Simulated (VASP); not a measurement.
# Ir (P6_3/mmc) in VASP: notebook, part 2 of 2

VASP 6.6.1. Earlier steps stand in the parts before.

**4. Single point, PBE**

INCAR

```
SYSTEM = Ir
ADDGRID = .FALSE. ; ALGO = Normal
EDIFF = 1E-6 ; ENCUT = 460
GGA = PE ; ISIF = 2
ISMEAR = 0 ; LASPH = .TRUE.
LCHARG = .FALSE. ; LREAL = .FALSE.
LWAVE = .FALSE. ; NELM = 100
PREC = Accurate ; SIGMA = 0.4
```

KPOINTS

```
k-points
0
G
  7 7 4
  0 0 0
```

POSCAR

```
Ir
1.0
    2.7513778946      0.0000000000      0.0000000000
   -1.3756889473      2.3827631521      0.0000000000
    0.0000000000      0.0000000000      4.4622900000
Ir
2
Direct
    0.3333333333      0.6666666667      0.2500000000
    0.6666666667      0.3333333333      0.7500000000
```

Potentials or basis: VASP PAW PBE potentials, release 64 (Ir).

On the command line:

```
cat potpaw_PBE.64/Ir/POTCAR > POTCAR
mpirun -np 1 vasp_std > vasp.out
```

OUTCAR:

```text
SYSTEM = Ir
   EDIFF = 1E-6
   ENCUT = 460
   GGA = PE
   ISIF = 2
   ISMEAR = 0
   LASPH = .TRUE.
   LREAL = .FALSE.
   NELM = 100
   PREC = Accurate

 Found     24 irreducible k-points:

 Following reciprocal coordinates:
            Coordinates               Weight
  0.000000  0.000000  0.000000      1.000000
  0.142857  0.000000  0.000000      6.000000
  0.285714 -0.000000  0.000000      6.000000
  0.428571 -0.000000  0.000000      6.000000
  0.142857  0.142857  0.000000      6.000000
  0.285714  0.142857  0.000000     12.000000
   k-points           NKPTS =     24   k-points in BZ     NKDIM =     24   number of bands    NBANDS=     13
   number of dos      NEDOS =    301   number of ions     NIONS =      2
   total plane-waves  NPLWV =  12800
   dimension x,y,z NGX =    20 NGY =   20 NGZ =   32
   dimension x,y,z NGXF=    40 NGYF=   40 NGZF=   64
   ions per type =               2
   NGX,Y,Z   is equivalent  to a cutoff of  12.08, 12.08, 11.92 a.u.
   NGXF,Y,Z  is equivalent  to a cutoff of  24.17, 24.17, 23.84 a.u.
 SYSTEM =  Ir
   PREC   = accura    normal or accurate (medium, high low for compatibility)
   ISTART =      0    job   : 0-new  1-cont  2-samecut
   ICHARG =      2    charge: 1-file 2-atom 10-const
   ISPIN  =      1    spin polarized calculation?
   LNONCOLLINEAR =      F non collinear calculations
   LSORBIT =      F    spin-orbit coupling
   LASPH  =      T    aspherical Exc in radial PAW
   ENCUT  =  460.0 eV  33.81 Ry    5.81 a.u.   4.81  4.81  7.80*2*pi/ulx,y,z
   NELM   =    100;   NELMIN=  2; NELMDL= -5     # of ELM steps
   EDIFF  = 0.1E-05   stopping-criterion for ELM
[... 8 lines left out ...]
   TEBEG  =    0.0;   TEEND  =   0.0 temperature during run
   PSTRESS=    0.0 pullay stress
   NELECT =      18.0000    total number of electrons
   NUPDOWN=      -1.0000    fix difference up-down
   EMIN   =  10.00;   EMAX   =-10.00  energy-range for DOS
   EFERMI =   0.00;   METHOD = LEGACY
   ISMEAR =     0;   SIGMA  =   0.40  broadening in eV -4-tet -1-fermi 0-gaus
   EFERMI_NEDOS =   21; number of points for ismear=-14 and -15
   IALGO  =     38    algorithm
   IMIX   =      4    mixing-type and parameters
     AMIX     =   0.40;   BMIX     =  1.00
     AMIX_MAG =   1.60;   BMIX_MAG =  1.00
  volume/ion in A,a.u.               =      14.63        98.71
  Fermi-wavevector in a.u.,A,eV,Ry     =   1.392417  2.631287 26.379323  1.938826
  Thomas-Fermi vector in A             =   2.516162
   LORBIT       =      0    0 simple, 1 ext, 2 COOP (PROOUT), +10 PAW based schemes
   GGA     = PE    functional components
   LHFCALC =     F    Hartree Fock is set to
   AEXX    =    0.0000 exact exchange contribution
   IVDW    =     0    specifies the selected vdW correction
   LEPSILON=     F    determine dielectric tensor
   LRPA    =     F    only Hartree local field effects (RPA)
 non-spin polarized calculation
 Gauss-broadening in eV      SIGMA  =   0.40
  energy-cutoff  :      460.00
  volume of cell :       29.25
 maximum number of plane-waves:       672
 NGX is ok and might be reduce to    20
   NGX =  9   NGY =  9   NGZ = 15

 number of electron      18.0000001 magnetization

 Free energy of the ion-electron system (eV)
  ---------------------------------------------------
  ext. energy  EPLUGINS =         0.00000000
  ---------------------------------------------------
  free energy    TOTEN  =       -17.71521272 eV

  energy without entropy =      -17.56703241  energy(sigma->0) =      -17.64112257

 E-fermi :   9.9605     XC(G=0): -13.7897

 val. band max:        9.8006854579   @ k =   0.1429   0.0000   0.5000
 cond. band min:      10.0663681397   @ k =   0.2857   0.1429   0.0000
 fundamental gap:      0.2656826818
 Fermi energy:         9.9605486226

 k-point     1 :       0.0000    0.0000    0.0000
  band No.  band energies     occupation
      1      -0.9274      2.00000
      2       2.1017      2.00000
      3       6.1974      2.00000
      4       6.2797      2.00000
      5       6.2797      2.00000
      6       6.9030      2.00000
      7       6.9030      2.00000
      8       7.6921      2.00000
      9       7.6921      2.00000
     10       9.2251      1.99068
     11      10.2193      0.36035
     12      10.2193      0.36035
     13      16.7362      0.00000

 k-point     2 :       0.1429    0.0000    0.0000
  band No.  band energies     occupation
      1      -0.1796      2.00000
      2       2.7297      2.00000
      3       5.4708      2.00000
      4       6.4881      2.00000
      5       6.5505      2.00000
      6       6.9107      2.00000
      7       7.0112      2.00000
      8       7.2761      2.00000
      9       7.4906      2.00000
     10       7.7165      2.00000
     11      10.4444      0.08716
     12      13.1052      0.00000
     13      16.6192      0.00000

 k-point     3 :       0.2857   -0.0000    0.0000
  band No.  band energies     occupation
      1       1.5768      2.00000
      2       3.3001      2.00000
      3       4.5837      2.00000
      4       5.3712      2.00000
      5       6.2060      2.00000
      6       6.5557      2.00000
      7       7.0414      2.00000
      8       8.5179      2.00000
      9       8.5871      2.00000
     10       9.0241      1.99907
     11      10.7360      0.00612
     12      16.4015      0.00000
     13      16.6295      0.00000

 k-point     4 :       0.4286   -0.0000    0.0000
  band No.  band energies     occupation
      1       2.6451      2.00000
      2       2.8471      2.00000
      3       3.5075      2.00000
      4       6.0890      2.00000
      5       6.3130      2.00000
      6       6.6117      2.00000
      7       7.0280      2.00000
      8      10.3232      0.19983
      9      10.6807      0.01089
     10      10.8605      0.00146
     11      11.3630      0.00000
     12      15.9518      0.00000
     13      17.2677      0.00000

 k-point     5 :       0.1429    0.1429    0.0000
  band No.  band energies     occupation
      1       1.1401      2.00000
      2       3.6320      2.00000
      3       4.7797      2.00000
      4       5.1534      2.00000
      5       6.2109      2.00000
      6       6.3603      2.00000
      7       7.5004      2.00000
      8       7.5124      2.00000
      9       8.2538      2.00000
     10       8.8895      1.99985
     11      10.5396      0.04063
     12      15.7913      0.00000
     13      16.4613      0.00000

 k-point     6 :       0.2857    0.1429    0.0000
  band No.  band energies     occupation
      1       2.8457      2.00000
      2       3.5842      2.00000
      3       3.8872      2.00000
      4       5.1506      2.00000
      5       5.8856      2.00000
      6       6.6576      2.00000
      7       6.8679      2.00000
      8       8.7803      1.99997
      9      10.0664      0.70831
     10      10.5797      0.02859
     11      11.1696      0.00002
     12      16.9021      0.00000
     13      18.3597      0.00000

 [... further k-points ...]
[... 5 lines left out ...]
  --------------------------------------------------------------------------------------
  -------------------------------------------------------------------------------------
  Total       -0.4970266     -0.4970266      0.3120525     -0.0000000      0.0000000      0.0000000
  in kB      -27.2208260    -27.2208260     17.0902877     -0.0000000      0.0000000      0.0000000
  external PRESSURE =     -12.4504547 kB  Pullay stress =       0.0000000 kB

 VOLUME and BASIS-vectors are now :
 -----------------------------------------------------------------------------
  energy-cutoff  :      460.00
  volume of cell :       29.25
      direct lattice vectors                 reciprocal lattice vectors
     2.751377895  0.000000000  0.000000000     0.363454254  0.209840411  0.000000000
    -1.375688947  2.382763152  0.000000000     0.000000000  0.419680823  0.000000000
     0.000000000  0.000000000  4.462290000     0.000000000  0.000000000  0.224100182

 POSITION                                       TOTAL-FORCE (eV/Angst)
 -----------------------------------------------------------------------------------
     -0.00000      1.58851      1.11557        -0.000000      0.000000      0.000000
      1.37569      0.79425      3.34672         0.000000     -0.000000      0.000000
 -----------------------------------------------------------------------------------
    total drift:                                0.000000     -0.000000     -0.000000

  FREE ENERGIE OF THE ION-ELECTRON SYSTEM (eV)
  ---------------------------------------------------
  free  energy   TOTEN  =       -17.7152127241 eV

  energy  without entropy=      -17.5670324115  energy(sigma->0) =      -17.64112257
```

It took 7.6 s on 1 thread of Intel Xeon Platinum 8375C at 2.90GHz (Ice Lake), shared host; peak memory 0.13 GiB.

The run converged, but some of its settings lie outside the range that counts as converged, so its numbers aren't taken as properties of the crystal.

What came out:

| Property | Result |
| --- | --- |
| Free energy | -17.7152 eV |
| Pressure | -1.2 GPa |
| Band gap on the k mesh | none (metal or under the smearing width) |

Caveat: the k mesh is coarse (spacing up to 0.38 Å⁻¹), so the values aren't converged.

**5. Single point, PBE**

INCAR is that of step 4.

KPOINTS is that of step 4.

POSCAR

```
Ir
1.0
    2.7513778946      0.0000000000      0.0000000000
   -1.3756889473      2.3827631521      0.0000000000
    0.0000000000      0.0000000000      4.4622900000
Ir
2
Direct
    0.3583140000      0.6617470000      0.2121330000
    0.6598720000      0.3587530000      0.7691070000
```

On the command line:

```
cat potpaw_PBE.64/Ir/POTCAR > POTCAR
mpirun -np 1 vasp_std > vasp.out
```

It took 21 s on 1 thread of Intel Xeon Platinum 8375C at 2.90GHz (Ice Lake), shared host; peak memory 0.15 GiB.

The run converged, but some of its settings lie outside the range that counts as converged, so its numbers aren't taken as properties of the crystal.

Results:

```yaml
Free_energy: -17.1794 eV
Pressure: 12.8 GPa
Largest_force: 4.038 eV/Å
Band_gap_on_the_k_mesh: none (metal or under the smearing width)
```

Caveat: the k mesh is coarse (spacing up to 0.38 Å⁻¹), so the values aren't converged.

**6. The reference run**

An earlier run on the cell as given: functional PBEsol; potentials or basis VASP PAW PBE potentials, release 64 (Ir); cutoff 520 eV; k mesh 11 × 11 × 6; occupations fermi-dirac, width 0.05 eV; no spin polarisation.

- Pressure: -11.6 GPa
- Band gap on the k mesh: none (metal or under the smearing width)
